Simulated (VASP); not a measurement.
# C (Fd-3m) in VASP: settings compared, part 2 of 3

VASP 6.6.1. Earlier steps stand in the parts before.

## 3. Relaxation of cell and atoms, PBEsol+D3

INCAR

```
SYSTEM = C
PREC     = Accurate       ! precision mode
ENCUT    = 600            ! plane-wave cutoff, eV
EDIFF    = 1E-7           ! SCF threshold, eV
ISMEAR   = -1             ! smearing method
SIGMA    = 0.05           ! smearing width, eV
LREAL    = .FALSE.        ! projectors in reciprocal space
LASPH    = .TRUE.         ! aspherical terms in the spheres
NELM     = 80             ! most SCF steps
ALGO     = Normal         ! electronic algorithm
ISIF     = 3              ! what is computed and relaxed
LWAVE    = .FALSE.        ! write WAVECAR
LCHARG   = .FALSE.        ! write CHGCAR
GGA      = PS             ! functional
IVDW     = 11             ! dispersion correction
IBRION   = 2              ! ionic algorithm
NSW      = 60             ! ionic steps
EDIFFG   = -0.01          ! ionic threshold
```

KPOINTS

```
Automatic mesh
0
G
  13 13 13
  0 0 0
```

POSCAR

```
C
1.0
    0.0000000000      1.7833700000      1.7833700000
    1.7833700000      0.0000000000      1.7833700000
    1.7833700000      1.7833700000      0.0000000000
C
2
Direct
    0.7500000000      0.7500000000      0.7500000000
    0.5000000000      0.5000000000      0.5000000000
```

Potentials or basis: VASP PAW PBE potentials, release 64 (C).

On the command line:

```sh
> cat potpaw_PBE.64/C/POTCAR > POTCAR
> mpirun -np 1 vasp_std > vasp.out
```

OUTCAR:

```text
SYSTEM = C
   PREC = Accurate
   ENCUT = 600
   EDIFF = 1E-7
   ISMEAR = -1
   LREAL = .FALSE.
   LASPH = .TRUE.
   NELM = 80
   ISIF = 3
   GGA = PS
   IVDW = 11
   IBRION = 2
   NSW = 60
   EDIFFG = -0.01
 IVDW          = 11

 ion  position               nearest neighbor table
   1  0.750  0.750  0.750-   2 1.54   2 1.54   2 1.54   2 1.54
   2  0.500  0.500  0.500-   1 1.54   1 1.54   1 1.54   1 1.54

  LATTYP: Found a face centered cubic cell.
 ALAT       =     3.5667400000

  Lattice vectors:

 A1 = (   0.0000000000,   1.7833700000,   1.7833700000)
 A2 = (   1.7833700000,   0.0000000000,   1.7833700000)
 A3 = (   1.7833700000,   1.7833700000,   0.0000000000)

Analysis of symmetry for initial positions (statically):
=====================================================================
 Subroutine PRICEL returns:
 Original cell was already a primitive cell.

 Routine SETGRP: Setting up the symmetry group for a
 face centered cubic supercell.

 Subroutine GETGRP returns: Found 48 space group operations
 (whereof 24 operations were pure point group operations)
 out of a pool of 48 trial point group operations.

The static configuration has the point symmetry T_d .
 The point group associated with its full space group is O_h .

Analysis of symmetry for dynamics (positions and initial velocities):
=====================================================================
 Subroutine PRICEL returns:
 Original cell was already a primitive cell.

 Routine SETGRP: Setting up the symmetry group for a
 face centered cubic supercell.

 Subroutine GETGRP returns: Found 48 space group operations
 (whereof 24 operations were pure point group operations)
 out of a pool of 48 trial point group operations.

The dynamic configuration has the point symmetry T_d .
 The point group associated with its full space group is O_h .

 Subroutine INISYM returns: Found 48 space group operations
 (whereof 24 operations are pure point group operations),
 and found     1 'primitive' translations

----------------------------------------------------------------------------------------

                                     Primitive cell

  volume of cell :      11.3437

  direct lattice vectors                    reciprocal lattice vectors
     0.000000000  1.783370000  1.783370000    -0.280368067  0.280368067  0.280368067
     1.783370000  0.000000000  1.783370000     0.280368067 -0.280368067  0.280368067
     1.783370000  1.783370000  0.000000000     0.280368067  0.280368067 -0.280368067

  length of vectors
     2.522066041  2.522066041  2.522066041     0.485611737  0.485611737  0.485611737

  position of ions in fractional coordinates (direct lattice)
     0.750000000  0.750000000  0.750000000
     0.500000000  0.500000000  0.500000000

  ion indices of the primitive-cell ions
   primitive index   ion index
                 1           1
                 2           2

----------------------------------------------------------------------------------------

 KPOINTS: Automatic mesh

Automatic generation of k-mesh.
 Grid dimensions read from file:
 generate k-points for:   13   13   13

 Generating k-lattice:

  Cartesian coordinates                     Fractional coordinates (reciprocal lattice)
    -0.021566774  0.021566774  0.021566774     0.076923077  0.000000000  0.000000000
     0.021566774 -0.021566774  0.021566774     0.000000000  0.076923077  0.000000000
     0.021566774  0.021566774 -0.021566774     0.000000000  0.000000000  0.076923077

  Length of vectors
     0.037354749  0.037354749  0.037354749

  Shift w.r.t. Gamma in fractional coordinates (k-lattice)
     0.000000000  0.000000000  0.000000000

 Subroutine IBZKPT returns following result:
 ===========================================

 Found     84 irreducible k-points:

 Following reciprocal coordinates:
            Coordinates               Weight
  0.000000  0.000000  0.000000      1.000000
  0.076923  0.000000  0.000000      8.000000
  0.153846  0.000000  0.000000      8.000000
  0.230769  0.000000  0.000000      8.000000
  0.307692  0.000000  0.000000      8.000000
  0.384615  0.000000  0.000000      8.000000
[... 42 lines left out ...]
 -0.461538  0.461538  0.000000     12.000000
  0.230769  0.153846  0.076923     24.000000
 [... further k-points ...]
   k-points           NKPTS =     84   k-points in BZ     NKDIM =     84   number of bands    NBANDS=      8
   number of dos      NEDOS =    301   number of ions     NIONS =      2
   total plane-waves  NPLWV =   8000
   dimension x,y,z NGX =    20 NGY =   20 NGZ =   20
   dimension x,y,z NGXF=    40 NGYF=   40 NGZF=   40
   ions per type =               2
   NGX,Y,Z   is equivalent  to a cutoff of  13.18, 13.18, 13.18 a.u.
   NGXF,Y,Z  is equivalent  to a cutoff of  26.37, 26.37, 26.37 a.u.
 SYSTEM =  C
   PREC   = accura    normal or accurate (medium, high low for compatibility)
   ISTART =      0    job   : 0-new  1-cont  2-samecut
   ICHARG =      2    charge: 1-file 2-atom 10-const
   ISPIN  =      1    spin polarized calculation?
   LNONCOLLINEAR =      F non collinear calculations
   LSORBIT =      F    spin-orbit coupling
   LASPH  =      T    aspherical Exc in radial PAW
   ENCUT  =  600.0 eV  44.10 Ry    6.64 a.u.   5.04  5.04  5.04*2*pi/ulx,y,z
   NELM   =     80;   NELMIN=  2; NELMDL= -5     # of ELM steps
   EDIFF  = 0.1E-06   stopping-criterion for ELM
   LREAL  =      F    real-space projection
   EDIFFG = -.1E-01   stopping-criterion for IOM
   NSW    =     60    number of steps for IOM
   IBRION =      2    ionic relax: 0-MD 1-quasi-New 2-CG
   NFREE  =      1    steps in history (QN), initial steepest desc. (CG)
   ISIF   =      3    stress and relaxation
   ISYM   =      2    0-nonsym 1-usesym 2-fastsym
   POTIM  = 0.5000    time-step for ionic-motion
   TEBEG  =    0.0;   TEEND  =   0.0 temperature during run
   PSTRESS=    0.0 pullay stress
   NELECT =       8.0000    total number of electrons
   NUPDOWN=      -1.0000    fix difference up-down
   EMIN   =  10.00;   EMAX   =-10.00  energy-range for DOS
   EFERMI =   0.00;   METHOD = LEGACY
   ISMEAR =    -1;   SIGMA  =   0.05  broadening in eV -4-tet -1-fermi 0-gaus
   EFERMI_NEDOS =   21; number of points for ismear=-14 and -15
   IALGO  =     38    algorithm
   IMIX   =      4    mixing-type and parameters
     AMIX     =   0.40;   BMIX     =  1.00
     AMIX_MAG =   1.60;   BMIX_MAG =  1.00
  volume/ion in A,a.u.               =       5.67        38.28
  Fermi-wavevector in a.u.,A,eV,Ry     =   1.457203  2.753714 28.891161  2.123440
  Thomas-Fermi vector in A             =   2.574032
   LORBIT       =      0    0 simple, 1 ext, 2 COOP (PROOUT), +10 PAW based schemes
   GGA     = PS    functional components
   LHFCALC =     F    Hartree Fock is set to
   AEXX    =    0.0000 exact exchange contribution
   IVDW    =    11    specifies the selected vdW correction
   LEPSILON=     F    determine dielectric tensor
   LRPA    =     F    only Hartree local field effects (RPA)
 conjugate gradient relaxation of ions
 non-spin polarized calculation
  energy-cutoff  :      600.00
  volume of cell :       11.34
 maximum number of plane-waves:       388
   NGX =  9   NGY =  9   NGZ =  9

--------------------------------------- Ionic step        1  -------------------------------------------

 number of electron       7.9999999 magnetization

 Free energy of the ion-electron system (eV)
  ---------------------------------------------------
  ext. energy  EPLUGINS =         0.00000000
  ---------------------------------------------------
  free energy    TOTEN  =       -19.25323146 eV

  energy without entropy =      -19.25323146  energy(sigma->0) =      -19.25323146

------------------------ aborting loop because EDIFF is reached ----------------------------------------

 Edisp (eV)   -0.17031

 E8    (eV) :    -0.0701
[... 71 lines left out ...]
--------------------------------------- Ionic step        3  -------------------------------------------

 number of electron       7.9999999 magnetization

 Free energy of the ion-electron system (eV)
  ---------------------------------------------------
  ext. energy  EPLUGINS =         0.00000000
  ---------------------------------------------------
  free energy    TOTEN  =       -19.25443290 eV

  energy without entropy =      -19.25443290  energy(sigma->0) =      -19.25443290

 E-fermi :  10.8935     XC(G=0): -13.5058

 val. band max:        9.9228256593   @ k =   0.0000   0.0000   0.0000
 cond. band min:      13.9676834338   @ k =   0.3846   0.3846   0.0000
 fundamental gap:      4.0448577745
 Fermi energy:        10.8934912351

 k-point     1 :       0.0000    0.0000    0.0000
  band No.  band energies     occupation
      1     -11.7980      2.00000
      2       9.9228      2.00000
      3       9.9228      2.00000
      4       9.9228      2.00000
      5      15.5029      0.00000
      6      15.5029      0.00000
      7      15.5029      0.00000
      8      23.6292      0.00000
[... 419 lines left out ...]
 k-point    40 :       0.4615    0.3077    0.0000
  band No.  band energies     occupation
      1      -6.0297      2.00000
      2       0.4651      2.00000
      3       2.7870      2.00000
      4       4.3279      2.00000
      5      15.0779      0.00000
      6      18.2705      0.00000
      7      24.4177      0.00000
      8      24.6861      0.00000

 [... further k-points ...]

------------------------ aborting loop because EDIFF is reached ----------------------------------------

 Edisp (eV)   -0.17255

 E8    (eV) :    -0.0709
[... 25 lines left out ...]
  FREE ENERGIE OF THE ION-ELECTRON SYSTEM (eV)
  ---------------------------------------------------
  free  energy   TOTEN  =       -19.4269779690 eV

  energy  without entropy=      -19.4269779690  energy(sigma->0) =      -19.42697797

 reached required accuracy - stopping structural energy minimisation
```

It took 19 s on 1 thread of Intel Xeon Platinum 8488C (Sapphire Rapids), shared host; peak memory 0.13 GiB.

What came out:

```yaml
Free_energy: -19.4270 eV
Relaxed_volume: 5.59 Å³/atom
Relaxed_cell: a = 2.510 Å, b = 2.510 Å, c = 2.510 Å, α = 60.00°, β = 60.00°, γ = 60.00°
Space_group_after_relaxing_to_0.05_Å: Fd-3m (No. 227)
Energy_gained_by_relaxing: 1.7 meV/atom
Ionic_steps: 3
Pressure_after_relaxing: 0.0 GPa
Band_gap_on_the_k_mesh: 4.04 eV, indirect (least direct gap 5.58 eV)
Dispersion_energy_per_atom: -0.086 eV
```

Step by step:
```csv
step,energy change (eV),largest force (eV/Å),pressure (GPa),volume (Å³)
1,0.0000,0.0000,-6.51,11.34
2,0.0021,0.0000,8.73,10.97
3,-0.0034,0.0000,-0.02,11.18
```

Final structure:
```
C
1.0
     0.00000    1.77461    1.77461
     1.77461    0.00000    1.77461
     1.77461    1.77461    0.00000
C
2
Direct
  0.75000 0.75000 0.75000
  0.50000 0.50000 0.50000
```

Caveat: the PAW data sets were made with another functional, which shifts forces and pressure a little; an odd mesh through Γ misses points on the zone boundary, where band edges often lie.

## 4. Relaxation of cell and atoms, PBEsol+D3(BJ)

INCAR

```
  ALGO = Normal
  EDIFF = 1E-6
  EDIFFG = -0.005
  ENCUT = 600
  GGA = PS
  IBRION = 2
  ISIF = 3
  ISMEAR = -1
  IVDW = 12
  LASPH = T
  LCHARG = F
  LREAL = F
  LWAVE = F
  NELM = 80
  NSW = 60
  PREC = Accurate
  SIGMA = 0.05
```

KPOINTS

```
k-points
0
Gamma
  13 13 13
```

POSCAR is that of step 3.

Potentials or basis: VASP PAW PBE potentials, release 64 (C).

On the command line:

```sh
> cat potpaw_PBE.64/C/POTCAR > POTCAR
> mpirun -np 1 vasp_std > vasp.out
```

OUTCAR:

```text
EDIFF = 1E-6
   EDIFFG = -0.005
   ENCUT = 600
   GGA = PS
   IBRION = 2
   ISIF = 3
   ISMEAR = -1
   IVDW = 12
   LASPH = T
   LREAL = F
   NELM = 80
   NSW = 60
   PREC = Accurate
 IVDW          = 12

 ion  position               nearest neighbor table
   1  0.750  0.750  0.750-   2 1.54   2 1.54   2 1.54   2 1.54
   2  0.500  0.500  0.500-   1 1.54   1 1.54   1 1.54   1 1.54

  LATTYP: Found a face centered cubic cell.
 ALAT       =     3.5667400000

  Lattice vectors:

 A1 = (   0.0000000000,   1.7833700000,   1.7833700000)
 A2 = (   1.7833700000,   0.0000000000,   1.7833700000)
 A3 = (   1.7833700000,   1.7833700000,   0.0000000000)

Analysis of symmetry for initial positions (statically):
=====================================================================
 Subroutine PRICEL returns:
 Original cell was already a primitive cell.

 Routine SETGRP: Setting up the symmetry group for a
 face centered cubic supercell.

 Subroutine GETGRP returns: Found 48 space group operations
 (whereof 24 operations were pure point group operations)
 out of a pool of 48 trial point group operations.

The static configuration has the point symmetry T_d .
 The point group associated with its full space group is O_h .

Analysis of symmetry for dynamics (positions and initial velocities):
=====================================================================
 Subroutine PRICEL returns:
 Original cell was already a primitive cell.

 Routine SETGRP: Setting up the symmetry group for a
 face centered cubic supercell.

 Subroutine GETGRP returns: Found 48 space group operations
 (whereof 24 operations were pure point group operations)
 out of a pool of 48 trial point group operations.

The dynamic configuration has the point symmetry T_d .
 The point group associated with its full space group is O_h .

 Subroutine INISYM returns: Found 48 space group operations
 (whereof 24 operations are pure point group operations),
 and found     1 'primitive' translations

----------------------------------------------------------------------------------------

                                     Primitive cell

  volume of cell :      11.3437
[... 127 lines left out ...]
   NUPDOWN=      -1.0000    fix difference up-down
   EMIN   =  10.00;   EMAX   =-10.00  energy-range for DOS
   EFERMI =   0.00;   METHOD = LEGACY
   ISMEAR =    -1;   SIGMA  =   0.05  broadening in eV -4-tet -1-fermi 0-gaus
   EFERMI_NEDOS =   21; number of points for ismear=-14 and -15
   IALGO  =     38    algorithm
   IMIX   =      4    mixing-type and parameters
     AMIX     =   0.40;   BMIX     =  1.00
     AMIX_MAG =   1.60;   BMIX_MAG =  1.00
  volume/ion in A,a.u.               =       5.67        38.28
  Fermi-wavevector in a.u.,A,eV,Ry     =   1.457203  2.753714 28.891161  2.123440
  Thomas-Fermi vector in A             =   2.574032
   LORBIT       =      0    0 simple, 1 ext, 2 COOP (PROOUT), +10 PAW based schemes
   GGA     = PS    functional components
   LHFCALC =     F    Hartree Fock is set to
   AEXX    =    0.0000 exact exchange contribution
   IVDW    =    12    specifies the selected vdW correction
   LEPSILON=     F    determine dielectric tensor
   LRPA    =     F    only Hartree local field effects (RPA)
 conjugate gradient relaxation of ions
 non-spin polarized calculation
  energy-cutoff  :      600.00
  volume of cell :       11.34
 maximum number of plane-waves:       388
   NGX =  9   NGY =  9   NGZ =  9

--------------------------------------- Ionic step        1  -------------------------------------------

 number of electron       7.9999999 magnetization

 Free energy of the ion-electron system (eV)
  ---------------------------------------------------
  ext. energy  EPLUGINS =         0.00000000
  ---------------------------------------------------
  free energy    TOTEN  =       -19.25323146 eV

  energy without entropy =      -19.25323146  energy(sigma->0) =      -19.25323146

------------------------ aborting loop because EDIFF is reached ----------------------------------------

 Edisp (eV)   -0.25920

 E8    (eV) :    -0.1255
[... 71 lines left out ...]
--------------------------------------- Ionic step        3  -------------------------------------------

 number of electron       7.9999999 magnetization

 Free energy of the ion-electron system (eV)
  ---------------------------------------------------
  ext. energy  EPLUGINS =         0.00000000
  ---------------------------------------------------
  free energy    TOTEN  =       -19.25368900 eV

  energy without entropy =      -19.25368900  energy(sigma->0) =      -19.25368900

 E-fermi :  10.9582     XC(G=0): -13.5235

 val. band max:        9.9751052109   @ k =   0.0000   0.0000   0.0000
 cond. band min:      14.0278694699   @ k =   0.3846   0.3846   0.0000
 fundamental gap:      4.0527642591
 Fermi energy:        10.9582029515

 k-point     1 :       0.0000    0.0000    0.0000
  band No.  band energies     occupation
      1     -11.7943      2.00000
      2       9.9751      2.00000
      3       9.9751      2.00000
      4       9.9751      2.00000
      5      15.5651      0.00000
      6      15.5651      0.00000
      7      15.5651      0.00000
      8      23.7637      0.00000
[... 419 lines left out ...]
 k-point    40 :       0.4615    0.3077    0.0000
  band No.  band energies     occupation
      1      -6.0111      2.00000
      2       0.5002      2.00000
      3       2.8158      2.00000
      4       4.3608      2.00000
      5      15.1398      0.00000
      6      18.3388      0.00000
      7      24.5121      0.00000
      8      24.7878      0.00000

 [... further k-points ...]

------------------------ aborting loop because EDIFF is reached ----------------------------------------

 Edisp (eV)   -0.26408

 E8    (eV) :    -0.1279
[... 25 lines left out ...]
  FREE ENERGIE OF THE ION-ELECTRON SYSTEM (eV)
  ---------------------------------------------------
  free  energy   TOTEN  =       -19.5177667412 eV

  energy  without entropy=      -19.5177667412  energy(sigma->0) =      -19.51776674

 reached required accuracy - stopping structural energy minimisation
```

CONTCAR:

```text
C
   1.00000000000000
    -0.0000000000000000    1.7724939327600773    1.7724939327600773
     1.7724939327600775    0.0000000000000000    1.7724939327600773
     1.7724939327600775    1.7724939327600773    0.0000000000000000
  C
     2
Direct
     0.7500000000000000    0.7500000000000000    0.7500000000000000
     0.5000000000000000    0.5000000000000000    0.5000000000000000

  0.00000000E+00  0.00000000E+00  0.00000000E+00
  0.00000000E+00  0.00000000E+00  0.00000000E+00
```

Run time: 15 s. Hardware: 1 thread of Intel Xeon Platinum 8488C (Sapphire Rapids), shared host; peak memory 0.13 GiB.

What came out:

| Item | Value |
| --- | --- |
| Free energy | -19.5178 eV |
| Relaxed volume | 5.57 Å³/atom |
| Relaxed cell | a = 2.507 Å, b = 2.507 Å, c = 2.507 Å, α = 60.00°, β = 60.00°, γ = 60.00° |
| Space group after relaxing (to 0.05 Å) | Fd-3m (No. 227) |
| Energy gained by relaxing | 2.7 meV/atom |
| Ionic steps | 3 |
| Pressure after relaxing | 0.0 GPa |
| Band gap on the k mesh | 4.05 eV, indirect (least direct gap 5.59 eV) |
| Dispersion energy per atom | -0.132 eV |

Step by step:
```tsv
step	energy change (eV)	largest force (eV/Å)	pressure (GPa)	volume (Å³)
1	0.0000	0.0000	-8.12	11.34
2	0.0035	0.0000	11.16	10.88
3	-0.0053	0.0000	-0.04	11.14
```

Final structure:
```yaml
crystal:
  lattice:
    - [0.00000, 1.77249, 1.77249]
    - [1.77249, 0.00000, 1.77249]
    - [1.77249, 1.77249, 0.00000]
  atoms:
    - { symbol: C, position: [0.75000, 0.75000, 0.75000] }
    - { symbol: C, position: [0.50000, 0.50000, 0.50000] }
```

Levels at points of the mesh, in eV from the valence-band top:
```
           k point  band 2  band 3  band 4  band 5  band 6  band 7
(0.00, 0.00, 0.00)    0.00    0.00    0.00    5.59    5.59    5.59
```

Caveat: the PAW data sets were made with another functional, which shifts forces and pressure a little; an odd mesh through Γ misses points on the zone boundary, where band edges often lie.

## 5. Single point, PBE

INCAR

```
PREC = Accurate
ENCUT = 520
EDIFF = 1E-6
ISMEAR = 0
SIGMA = 0.012
LREAL = F
LASPH = T
NELM = 60
ALGO = Normal
ISIF = 2
LWAVE = F
LCHARG = F
GGA = PE
NBANDS = 11
```

KPOINTS

```
regular mesh
0
Gamma
  13 13 13
```

POSCAR is that of step 4.

On the command line:

```sh
> cat potpaw_PBE.64/C/POTCAR > POTCAR
> mpirun -np 1 vasp_std > vasp.out
```

Run time: 8.7 s. Hardware: 1 thread of Intel Xeon Platinum 8488C (Sapphire Rapids), shared host; peak memory 0.12 GiB.

The run converged. Its results:

| Property | Result |
| --- | --- |
| Free energy | -18.1853 eV |
| Pressure | 2.5 GPa |
| Band gap on the k mesh | 4.14 eV, indirect (least direct gap 5.59 eV) |

Levels at points of the mesh, in eV from the valence-band top:
```tsv
k point	band 1	band 2	band 3	band 4	band 5	band 6	band 7	band 8
(0.00, 0.00, 0.00)	-21.48	0.00	0.00	0.00	5.59	5.59	5.59	13.33
```

Caveat: an odd mesh through Γ misses points on the zone boundary, where band edges often lie.

(Continued in part 3 of 3.)
